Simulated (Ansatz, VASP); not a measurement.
# Ag: VASP beside Ansatz

```xyz
2
Lattice="2.8164 0.0001 0.0000 -1.4081 2.4389 0.0000 0.0000 0.0000 4.6597" Properties=species:S:1:pos:R:3 pbc="T T T"
Ag   -0.0713    1.7126    1.2289
Ag    1.3373    0.9001    3.5587
```

Alike in both runs: functional LDA; k mesh 9 × 9 × 5; occupations fermi-dirac, width 0.05 eV; no spin polarisation.

Ansatz relaxed the structure, and its values are those at the end. VASP's run is a single point on that final structure, the one shown.

|  | VASP | Ansatz |
| --- | --- | --- |
| version | VASP 6.6.1 | Ansatz 0.2.0 |
| potentials or method | VASP PAW LDA potentials, release 64 (Ag), cutoff 520 eV | all-electron LAPW, scalar-relativistic |

Ansatz gave:

- pressure (GPa): 0.0

Q: Estimate VASP's values.

A: Pressure (GPa): 0.1.

Ansatz ran all-electron here, so the differences hold the error of VASP's frozen core and of both bases.
